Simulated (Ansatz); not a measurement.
# In: the cost of one run

Computed with Ansatz 0.2.0 (DFT PBE, scalar-relativistic, plane waves, PAW, unless a step's input says otherwise).

## Step 1: The structure to begin with

The structure is tetragonal, space group I4/mmm (No. 139). Conventional cell: a = 3.252 Å, b = 3.252 Å, c = 4.948 Å, α = 90.00°, β = 90.00°, γ = 90.00°. In (site symmetry 4/mmm) has 12 In at 3.25 to 3.38 Å in its first shell of neighbours.

As a file:

```cif
data_structure
_symmetry_space_group_name_H-M 'P 1'
_symmetry_Int_Tables_number 1
_cell_length_a 3.3777
_cell_length_b 3.3777
_cell_length_c 3.3777
_cell_angle_alpha 122.442
_cell_angle_beta 122.442
_cell_angle_gamma 85.820
_cell_volume 26.17
loop_
_atom_site_label
_atom_site_type_symbol
_atom_site_fract_x
_atom_site_fract_y
_atom_site_fract_z
_atom_site_occupancy
In1 In 0.00000 0.00000 0.00000 1
```

No relaxation comes first: the listed cell is the starting point.

## Step 2: Zero of energy

Reference values: F = -5597.8398 eV; pressure 2.04 GPa; largest force 0.000 eV/Å; gap on the mesh none (metal). It was computed beforehand with the settings of the runs below.

## Step 3: The scan: biaxial against axial strain

The cell is strained by p along both x and y and by q along z, with fractional coordinates fixed.

## Step 4: p = -0.030, q = -0.030

The input, input.yaml:

```yaml
crystal:
  lattice:
    - [-1.5773655, 1.5773655, 2.3997315]
    - [1.5773655, -1.5773655, 2.3997315]
    - [1.5773655, 1.5773655, -2.3997315]
  atoms:
    - { symbol: In, position: [0.0, 0.0, 0.0] }
basis:
  ecutwfc: 420
kpoints:
  mp_grid: { grid: [20, 20, 20] }
hamiltonian:
  xc: pbe
scf:
  occupations: { method: gaussian, width: 0.15 }
output:
  forces: true
  stress: true
  eigenvalues: true
```

Run with:

```bash
$ ansatz run input.yaml --threads 1 --pin off --max-ram 2560MiB --backend cpu --events-out ev --progress --plain --runs-dir out
```

Q: Estimate wall time and peak memory on 1 thread of Arm Neoverse V1, shared host.

About 10 s, with a peak of 0.43 GiB.
